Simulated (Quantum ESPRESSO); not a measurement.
BaZrO3 in Quantum ESPRESSO: the effect of functional

Crystal: BaZrO3.

```
Ba Zr O
1.0
     4.19134    0.00000    0.00000
     0.00000    4.19134    0.00000
     0.00000    0.00000    4.19134
Ba Zr O
1 1 3
Direct
  0.00000 0.00000 0.00000
  0.50000 0.50000 0.50000
  0.50000 0.50000 0.00000
  0.50000 0.00000 0.50000
  0.00000 0.50000 0.50000
```

Alike in all runs:

| Item | Value |
| --- | --- |
| Program | Quantum ESPRESSO 7.5 |
| Task | dielectric tensor |
| Cutoff | 1143 eV |
| Density cutoff | 4572 eV |
| k mesh | 4 × 4 × 4, shifted |
| Occupations | fermi-dirac, width 0.05 eV |
| Spin | no spin polarisation |

```tsv
functional	potentials or basis	pressure (GPa)	dielectric constant (mean)
LDA	PseudoDojo 0.4.1 SR LDA standard	-5.0	4.82
PBEsol	PseudoDojo 0.4.1 SR PBEsol standard	?	?
WC	PseudoDojo 0.4.1 SR PBE standard	-0.6	4.85
BLYP	PseudoDojo 0.4.1 SR PBE standard	9.5	4.67
AM05	PseudoDojo 0.4.1 SR PBE standard	0.0	4.85
```

Q: What does the run with functional PBEsol give?

A: Pressure -1.1 GPa; dielectric constant 4.84 mean.

Caveats: this release of the barium file is off; the potentials were made for another functional, which shifts forces and pressure (some runs); the cell is more than 3 GPa from zero pressure, which shifts response properties (some runs).

Runs at the PBE level aren't shown here.
